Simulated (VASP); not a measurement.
# VASP 6.6.1 run: LiH

INCAR

```
ISIF = 2
ENCUT = 520
LWAVE = .FALSE.
GGA = PE
SIGMA = 0.02
LCHARG = .FALSE.
NBANDS = 9
PREC = Accurate
EDIFF = 0.0001
IBRION = -1
LASPH = .TRUE.
ISMEAR = -1
NSW = 0
NELM = 120
LREAL = .FALSE.
```

KPOINTS

```
KPOINTS created by Atomic Simulation Environment
0
Gamma
10 10 10
0 0 0
```

POSCAR

```
Li H
 1.0000000000000000
     0.0000000000000000    2.0029948450999999    2.0029948450999999
     2.0029948450999999    0.0000000000000000    2.0029948450999999
     2.0029948450999999    2.0029948450999999    0.0000000000000000
 Li  H
   1   1
Cartesian
  0.0000000000000000  0.0000000000000000  0.0000000000000000
  2.0029948450999999  2.0029948450999999  2.0029948450999999
```

The recommended PBE PAW datasets give the neutral cell 4 valence electrons.

Command

```
mpirun -np 1 vasp_std
```

Task: How does this run end, and what does it give?

Result: It converged. Results: gap between bands v and c on the k mesh 2.98 eV; least direct gap on the k mesh 2.98 eV; pressure -0.1 GPa. Band v is the last that the valence electrons fill when counted band by band, and c is the next.

OSZICAR

```
N       E                     dE             d eps       ncg     rms          rms(c)
DAV:   1    -0.142679213390E+01   -0.14268E+01   -0.13015E+03   854   0.381E+02
DAV:   2    -0.631462206253E+01   -0.48878E+01   -0.48589E+01  1211   0.567E+01
DAV:   3    -0.636945852862E+01   -0.54836E-01   -0.54819E-01  1024   0.513E+00
DAV:   4    -0.636976486551E+01   -0.30634E-03   -0.30630E-03  1157   0.313E-01
DAV:   5    -0.636976777645E+01   -0.29109E-05   -0.29109E-05  1022   0.213E-02    0.287E+00
DAV:   6    -0.618675539443E+01    0.18301E+00   -0.14831E-01   931   0.120E+00    0.144E+00
DAV:   7    -0.612536677739E+01    0.61389E-01   -0.19326E-01   989   0.155E+00    0.221E-01
DAV:   8    -0.612716415016E+01   -0.17974E-02   -0.43677E-03  1020   0.430E-01    0.458E-02
DAV:   9    -0.612709006275E+01    0.74087E-04   -0.17286E-04  1051   0.502E-02
   1 F= -.61270901E+01 E0= -.61270901E+01  d E =-.164977E-13
```

For comparison, a separate PBE run of the intended cell, on usual settings and not on those above, gives a gap of 2.98 eV on its mesh and a pressure of -0.2 GPa.
